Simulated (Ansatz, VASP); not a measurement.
**Sb: VASP beside Ansatz**

File INCAR:

```
SYSTEM = Sb
ALGO = Normal
EDIFF = 1E-6
ENCUT = 520
GGA = PS
ISIF = 2
ISMEAR = -1
LASPH = .TRUE.
LCHARG = .FALSE.
LREAL = .FALSE.
LWAVE = .FALSE.
NBANDS = 8
NELM = 100
PREC = Accurate
SIGMA = 0.05
```

File KPOINTS:

```
k-points
0
G
  13 13 13
  0 0 0
```

Contents of POSCAR:

```
Sb
1.0
    3.1600000000      0.0474000000      0.0474000000
    0.0474000000      3.1600000000      0.0474000000
    0.0474000000      0.0474000000      3.1600000000
Sb
1
Direct
    0.0000000000      0.0000000000      0.0000000000
```

Input for Ansatz:

```yaml
crystal:
  lattice:
    - [3.16, 0.0474, 0.0474]
    - [0.0474, 3.16, 0.0474]
    - [0.0474, 0.0474, 3.16]
  atoms:
    - { symbol: Sb, position: [0.0, 0.0, 0.0] }
kpoints:
  mp_grid: { grid: [13, 13, 13] }
  band_path:
    path:
      - [0.0, 0.0, 0.0]
      - [0.5, 0.5, 0.5]
      - [0.5284899614, 0.4715100386, 0.5]
      - [0.5, -0.4715100386, 0.4715100386]
      - [0.5, 0.0, 0.0]
      - [0.0, 0.0, 0.0]
      - [0.4857550193, -0.4857550193, 0.0]
      - [0.5142449807, 0.0, 0.4857550193]
      - [0.5, 0.0, 0.5]
    npoints: 5
scf:
  occupations: { method: fermi_dirac, width: 0.05 }
hamiltonian:
  xc: pbesol
  pseudopotentials: { kind: all_electron, lapw: { basis_error: 0.001 } }
output:
  forces: true
  stress: true
  eigenvalues: true
```

Change from the starting cell: equal xy, yz and zx shear strains of +3 %.

Alike in both runs: task single point; functional PBEsol; k mesh 13 × 13 × 13; occupations fermi-dirac, width 0.05 eV; no spin polarisation.

|  | VASP | Ansatz |
| --- | --- | --- |
| version | VASP 6.6.1 | Ansatz 0.2.0 |
| potentials or method | VASP PAW PBE potentials, release 64 (Sb) | all-electron LAPW, scalar-relativistic |
| plane-wave cutoff (eV) | 520 | see its input |

```tsv
	VASP	Ansatz	Ansatz less VASP
pressure (GPa)	-4.9	-4.9	-0.02
largest component of the traceless stress (GPa)	0.52	0.52	+0.002
```

Ansatz ran all-electron here, so the differences hold the error of VASP's frozen core and of both bases.

Caveats: the PAW data sets were made with another functional, which shifts forces and pressure a little (VASP). Spin-orbit coupling is left out, which matters for the levels of Sb.
